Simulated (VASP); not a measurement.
Runs of VASP 6.6.1 on BN. The structure is hexagonal, space group P6_3/mmc (No. 194). The conventional cell has a = 2.498 Å, b = 2.498 Å, c = 6.636 Å, α = 90.00°, β = 90.00°, γ = 120.00°. Around B (site symmetry -6m2) lie 3 N at 1.44 Å. N (site symmetry -6m2) has 3 B at 1.44 Å as nearest neighbours. 

```tsv
level	potentials or basis	gap on the mesh (eV)	pressure (GPa)	relaxed volume (Å³/atom)
PBEsol	VASP PAW PBE potentials, release 64 (B, N)	4.22	0.1	9.33
r2SCAN+rVV10	VASP PAW PBE potentials, release 64 (B, N)	4.79	-0.1	8.82
LDA	VASP PAW LDA potentials, release 64 (B, N)	(b)	0.1	8.64
rev-vdW-DF2	VASP PAW PBE potentials, release 64 (B, N)	4.16	0.1	8.83
r2SCAN	VASP PAW PBE potentials, release 64 (B, N)	4.92	0.1	9.28
optB86b-vdW	VASP PAW PBE potentials, release 64 (B, N)	(a)	0.0	8.82
PBE	VASP PAW PBE potentials, release 64 (B, N)	4.47	0.0	10.44
PBE+D3(BJ)	VASP PAW PBE potentials, release 64 (B, N)	4.26	0.0	8.95
```

Alike in all rows: task relaxation of cell and atoms; no spin polarisation; cell relaxed; k mesh 12 × 12 × 4; cutoff (eV) 600; smearing gaussian 0.03 eV.

Q: Estimate the missing entries.

A: (a) 4.18; (b) 4.03.

Caveats: the PAW data sets were made with another functional, which shifts forces and pressure a little (some runs); this functional lacks dispersion, which binds the layers, so the pressure and a relaxed spacing across them are unreliable (some runs); the volume moved by over 15 % at a fixed basis, so the end points are rough (some runs); this functional lacks dispersion, which binds the layers, so the pressure and a relaxed spacing across them are unreliable, and here the layers came unbound (some runs); the volume moved by +16 % from the deposited cell, more than functionals usually miss (some runs).

A k mesh can miss the band edges.

Not every run made on this cell is shown here.
